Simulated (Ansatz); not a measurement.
## Sb: electrostatic potential with PBE

Slab: Sb, a slab with vacuum.

```
CELL_PARAMETERS angstrom
3.36900 0.00000 0.00000
0.00000 5.33000 0.00000
0.00000 0.00000 24.72547
ATOMIC_POSITIONS crystal
Sb 0.00000 0.75000 0.30333
Sb 0.50000 0.25000 0.34266
Sb 0.50000 0.75000 0.42133
Sb 0.00000 0.25000 0.46067
Sb 0.00000 0.75000 0.53933
Sb 0.50000 0.25000 0.57867
Sb 0.50000 0.75000 0.65734
Sb 0.00000 0.25000 0.69667
```

The slab is cut from a database's or a generator's crystal, which needn't be the stable form of the element.

The cell isn't the ideal one: the (1 0 0) slab of Sb, cut from the database cell, not relaxed.

* Program: Ansatz 0.2.0
* Task: electrostatic potential
* Functional: PBE
* Potentials or basis: Ansatz PAW
* Cutoff: 420 eV (not typed: the program's choice for these potentials)
* k mesh: 8 × 5 × 1
* Occupations: fermi-dirac, width 0.05 eV
* Spin: no spin polarisation
* Boundary along the surface normal: isolated
* Miller: [1, 0, 0]
* Bulk formula: Sb

- Largest force: 0.625 eV/Å
- Band gap on the k mesh: none (metal or under the smearing width)

Forces on the atoms (eV/Å):
```
Sb   0.000  0.000  0.385
Sb   0.000  0.000 -0.278
Sb   0.000  0.000 -0.625
Sb   0.000  0.000 -0.226
Sb   0.000  0.000  0.226
Sb   0.000  0.000  0.625
Sb   0.000  0.000  0.278
Sb   0.000  0.000 -0.385
```

Levels at points of the mesh, in eV from the Fermi level:
| k point | band 56 | band 57 | band 58 | band 59 | band 60 | band 61 | band 62 | band 63 | band 64 | band 65 |
| --- | --- | --- | --- | --- | --- | --- | --- | --- | --- | --- |
| (0.00, 0.00, 0.00) | -1.62 | 0.34 | 0.35 | 0.61 | 0.69 | 1.07 | 2.04 | 2.26 | 2.33 | 2.95 |
| (-0.50, 0.00, 0.00) | -2.62 | -2.60 | -2.43 | -2.42 | -0.83 | -0.79 | -0.68 | -0.63 | -0.47 | -0.13 |

Run time: 17 s on 4 threads of Arm Neoverse V2, on a shared host, peak memory 1.8 GiB.

The run has no spin-orbit coupling, so splittings on Sb are missing.
